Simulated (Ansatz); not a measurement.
# Cu (Copper): the cost of one run

Program: Ansatz 0.2.0. Level of theory: DFT PBE, scalar-relativistic, plane waves, PAW. These are calculated values, not measurements.

1 further run of the same task is left out (set aside as unsound or not needed).

## 1. The system as given

Symmetry: Fm-3m, No. 225, cubic system. The conventional cell has a = 3.630 Å, b = 3.630 Å, c = 3.630 Å, α = 90.00°, β = 90.00°, γ = 90.00°. Cu (site symmetry m-3m) has 12 Cu at 2.57 Å as nearest neighbours.

As a file:

```cif
data_structure
_symmetry_space_group_name_H-M 'P 1'
_symmetry_Int_Tables_number 1
_cell_length_a 2.5666
_cell_length_b 2.5666
_cell_length_c 2.5666
_cell_angle_alpha 60.000
_cell_angle_beta 60.000
_cell_angle_gamma 60.000
_cell_volume 11.96
loop_
_atom_site_label
_atom_site_type_symbol
_atom_site_fract_x
_atom_site_fract_y
_atom_site_fract_z
_atom_site_occupancy
Cu1 Cu 0.00000 0.00000 0.00000 1
```

It is the result of an earlier relaxation at this level (volume 11.96 Å³/atom; gap on the mesh: none (metal)).

## 2. The bulk in the cell of the plane

Contents of input.yaml:

```yaml
crystal:
  lattice:
    - [2.5666196055, 0.0, 0.0]
    - [-1.2833098028, 2.2227577802, 0.0]
    - [1.2833098028, 0.7409192601, 2.0956361324]
  atoms:
    - { symbol: Cu, position: [0.0, 0.0, 0.0] }
basis:
  ecutwfc: 420
kpoints:
  mp_grid: { grid: [15, 15, 16] }
hamiltonian:
  xc: pbe
scf:
  occupations: { method: gaussian, width: 0.1 }
output:
  forces: true
  stress: true
  eigenvalues: true
```

Run with:

```bash
> ansatz run input.yaml --threads 1 --pin off --max-ram 2560MiB --backend cpu --events-out ev --progress --plain --runs-dir out
```

**Question.** How long does this run take on 1 thread of Intel Xeon Platinum 8175M at 2.50GHz (Skylake/Cascade Lake), shared host, and how much memory does it need?

About 11 s, with a peak of 0.5 GiB.
